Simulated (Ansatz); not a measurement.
## All-electron card of AgI

```
Ag I
1.0
     4.68574    0.00000    0.00000
    -2.34287    4.05797    0.00000
     0.00000    0.00000    7.66648
Ag I
2 2
Direct
  0.33333 0.66667 0.00060
  0.66667 0.33333 0.50060
  0.33333 0.66667 0.37540
  0.66667 0.33333 0.87540
```

Atoms are numbered in the order listed.

The cell was built from the wurtzite type and relaxed in the same program, and has space group P6_3mc; it needn't be a known or the stable phase.

No spin–orbit coupling, which matters for the heavy atoms here.

Methods: DFT, PBE, all-electron LAPW, scalar-relativistic (Ansatz 0.2.0); DFT, PBE, PAW with Ansatz's default frozen-core files, scalar-relativistic (Ansatz 0.2.0); DFT, PBE, all-electron PAW with datasets made for the crystal, scalar-relativistic (Ansatz 0.2.0).

For LAPW: a Γ-centred 10×10×6 k mesh, Fermi–Dirac smearing of 0.05 eV, basis error target 0.5 meV/atom, no spin polarisation. PAW takes a cutoff of 420 eV at this cell. The crystal-made all-electron datasets (AE datasets) take a cutoff of 240 eV at this cell. The Ansatz runs share mesh, smearing and spin set-up. Values come from LAPW unless marked.

No spin–orbit coupling: at heavy atoms the gradients can be off by tens of per cent for that reason.

* Field gradients Vzz (crystal-made datasets): Ag1 0.03 (η = 0.00), I3 0.40 (η = 0.00) in 10²¹ V/m²
* Band gap: 1.37 eV, direct at Γ
* Pressure at this cell: -0.01 GPa
* Volume per atom: 36.44 Å³

(1) Predict this quantity. Löwdin charges (with 0.23 e of the cell spilling out of the atomic basis, so their sizes and signs hang on that basis).

(2) Bader charges (from the PAW run): what does the calculation give?

## Answers

(1) Ag1 0.46, I3 -0.35 e.

(2) Ag1 +0.29, I3 -0.29 e.
